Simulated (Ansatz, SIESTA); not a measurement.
Nb: programs and potentials compared

```xyz
1
Lattice="0.0000 2.1150 2.1150 2.1150 0.0000 2.1150 2.1150 2.1150 0.0000" Properties=species:S:1:pos:R:3 pbc="T T T"
Nb    0.0000    0.0000    0.0000
```

This isn't the form of Nb at room conditions, which is bcc.

Alike in all runs: task band structure; functional LDA; k mesh 11 × 11 × 11; occupations fermi-dirac, width 0.05 eV; no spin polarisation; no spin-orbit coupling. LDA stands for any of its common fits. Pressure is positive in compression and, in plane waves, holds the error of the finite cutoff, which Ansatz's Pulay term estimates and takes out.

```csv
program and potentials,plane-wave cutoff (eV),notes,pressure (GPa)
"Ansatz, Ansatz PAW",420,"potentials made for PBE, which Ansatz adapts in part",-11.01
"SIESTA, files PseudoDojo sr-lda-0.4.1-standard, DZP (energy shift 0.003 Ry; two zetas on semicore shells)",-,atomic basis,-9.60
"Ansatz, all-electron LAPW, scalar-relativistic",-,-,-11.02
```

The pressure spans -11.02 (Ansatz, all-electron LAPW, scalar-relativistic) to -9.60 GPa (SIESTA, files PseudoDojo sr-lda-0.4.1-standard, DZP (energy shift 0.003 Ry; two zetas on semicore shells)), with all-electron results at -11.02. The cell lies far from this level's equilibrium. Rows in atomic bases carry the error of their basis and grid, which can be large.

The functional is the same throughout but for its coding, so the spread measures potentials, basis and numerics; runs on potential files found faulty are left out.
